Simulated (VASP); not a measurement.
Wanted: the native input for a VASP 6.6.1 run.

- Task: relaxation of cell and atoms
- Functional: r2SCAN
- Potentials or basis: VASP PAW PBE potentials, release 64 (Li_sv, H, Se)
- Cutoff: 600 eV
- k mesh: 8 × 8 × 8
- Occupations: gaussian, width 0.03 eV
- Spin: no spin polarisation
- Further INCAR settings: ALGO = Normal; EDIFF = 1e-06; IBRION = 2; EDIFFG = -0.01; NSW = 90; ISIF = 3

The structure of Li3HSe lies in POSCAR:

```
Li3HSe
1.0
    3.9744000000      0.0000000000      0.0000000000
    0.0000000000      3.9744000000      0.0000000000
    0.0000000000      0.0000000000      3.9744000000
Li H Se
3 1 1
Direct
    0.0000000000      0.5000000000      0.5000000000
    0.5000000000      0.0000000000      0.5000000000
    0.5000000000      0.5000000000      0.0000000000
    0.5000000000      0.5000000000      0.5000000000
    0.0000000000      0.0000000000      0.0000000000
```

The cell was built by a generator and needn't be a form met in nature.

The input as run:

INCAR

```
SYSTEM = Li3HSe
PREC = Accurate
ENCUT = 600
EDIFF = 1E-6
ISMEAR = 0
SIGMA = 0.03
LREAL = .False.
LASPH = .True.
NELM = 80
ALGO = Normal
ISIF = 3
LWAVE = .False.
LCHARG = .False.
METAGGA = R2SCAN
LMIXTAU = .True.
IBRION = 2
NSW = 90
EDIFFG = -0.01
```

KPOINTS

```
Automatic mesh
0
Gamma
  8 8 8
  0 0 0
```

Potentials or basis: VASP PAW PBE potentials, release 64 (Li_sv, H, Se).

Launch:

```sh
$ cat potpaw_PBE.64/Li_sv/POTCAR potpaw_PBE.64/H/POTCAR potpaw_PBE.64/Se/POTCAR > POTCAR
$ mpirun -np 1 vasp_std > vasp.out
```

It gave:

```
Relaxed volume                         : 12.05 Å³/atom
Relaxed cell                           : a = 3.920 Å, b = 3.920 Å, c = 3.920 Å, α = 90.00°, β = 90.00°, γ = 90.00°
Space group after relaxing (to 0.05 Å) : Pm-3m (No. 221)
Energy gained by relaxing              : 2.4 meV/atom
Ionic steps                            : 5
Pressure after relaxing                : -0.1 GPa
Band gap on the k mesh                 : 4.37 eV, indirect (least direct gap 4.90 eV)
```

Caveat: the cutoff is under 1.25 times the usual one of these potentials, so pressure, stress and relaxed cells hold a basis-set (Pulay) error; the PAW data sets were made with another functional, which shifts forces and pressure a little.

It took 4.3 min on 1 thread of Intel(R) Xeon(R) Platinum 8375C CPU @ 2.90GHz (Ice Lake), with other jobs on the host, peak memory 0.22 GiB.
